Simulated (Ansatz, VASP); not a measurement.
# Na in VASP and in Ansatz

```
Na
1.0
    -1.36023    2.18820    2.18820
     2.18820   -1.36023    2.18820
     2.18820    2.18820   -1.36023
Na
1
Direct
  0.00000 0.00000 0.00000
```

Alike in both runs: task single point; functional PBE; k mesh 18 × 18 × 18; occupations gaussian, width 0.15 eV; no spin polarisation.

|  | VASP | Ansatz |
| --- | --- | --- |
| version | VASP 6.6.1 | Ansatz 0.2.0 |
| potentials or method | VASP PAW PBE potentials, release 64 (Na_pv) | scalar-relativistic, plane waves, PAW |
| plane-wave cutoff (eV) | 520 | 420 |
| valence electrons in the cell | 7 | 9 |

```csv
,VASP,Ansatz,Ansatz less VASP
gap on the k mesh at the Fermi level (eV),none,none,-
pressure (GPa),0.2,0.2,0.00
largest component of the traceless stress (GPa),0.33,0.33,-0.001
```

A gap of «none» marks a metal or a gap that the smearing closes. With one functional, cell and mesh, what is left measures potentials, basis and numerics. The two sets of potentials don't hold the same shells in valence.
